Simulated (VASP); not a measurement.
Here is a VASP 6.6.1 calculation.

File INCAR:

```
PREC = Accurate ; ENCUT = 600
EDIFF = 1E-7 ; ISMEAR = 0
SIGMA = 0.1 ; LREAL = F
LASPH = T ; NELM = 100
ALGO = Normal ; ISIF = 3
LWAVE = F ; LCHARG = F
GGA = PE ; IBRION = 2
NSW = 90 ; EDIFFG = -0.04
```

KPOINTS

```
Automatic mesh
0
Gamma
  6 6 4
```

POSCAR

```
CaO5
1.0
    4.7234248600      0.0000000000      0.0000000000
   -2.3617124300      4.0906059200      0.0000000000
    0.0000000000      0.0000000000      3.9394219400
Ca O
1 5
Direct
    0.0000000000      0.0000000000      0.0000000000
    0.3333333300      0.6666666700      0.0000000000
    0.6666666700      0.3333333300      0.0000000000
    0.5000000000      0.0000000000      0.5000000000
    0.5000000000      0.5000000000      0.5000000000
    0.0000000000      0.5000000000      0.5000000000
```

Potentials or basis: VASP PAW PBE potentials, release 64 (Ca_sv, O).

The run is started by

```sh
$ cat potpaw_PBE.64/Ca_sv/POTCAR potpaw_PBE.64/O/POTCAR > POTCAR
$ mpirun -np 1 vasp_std > vasp.out
```

Task: What does it give for the band gap on the k mesh?

Result: None (metal or under the smearing width).

Task: Predict the space group after relaxing (to 0.05 Å).

Result: P6/mmm (No. 191).

Task: Predict the relaxed volume.

Result: 9.89 Å³/atom.

Task: What does it give for the relaxed cell?

Result: a = 4.671 Å, b = 4.671 Å, c = 3.139 Å, α = 90.00°, β = 90.00°, γ = 120.00°.

Step by step:
```tsv
step	energy change (eV)	largest force (eV/Å)	pressure (GPa)	volume (Å³)
1	0.0000	0.0000	-16.40	76.12
2	-1.0313	0.0000	-5.34	62.68
3	-1.0913	0.0000	-0.18	59.69
4	-1.0918	0.0000	0.42	59.39
5	-1.1506	0.0000	0.67	59.13
6	-1.3237	0.0000	2.37	58.16
7	-1.1871	0.0000	11.56	55.40
8	-1.3935	0.0000	4.50	57.34
9	-1.4292	0.0000	0.17	59.33
```

Caveat: the k mesh is coarse (spacing up to 0.40 Å⁻¹), so the values aren't converged; the volume moved by over 15 % at a fixed basis, so the end points are rough.
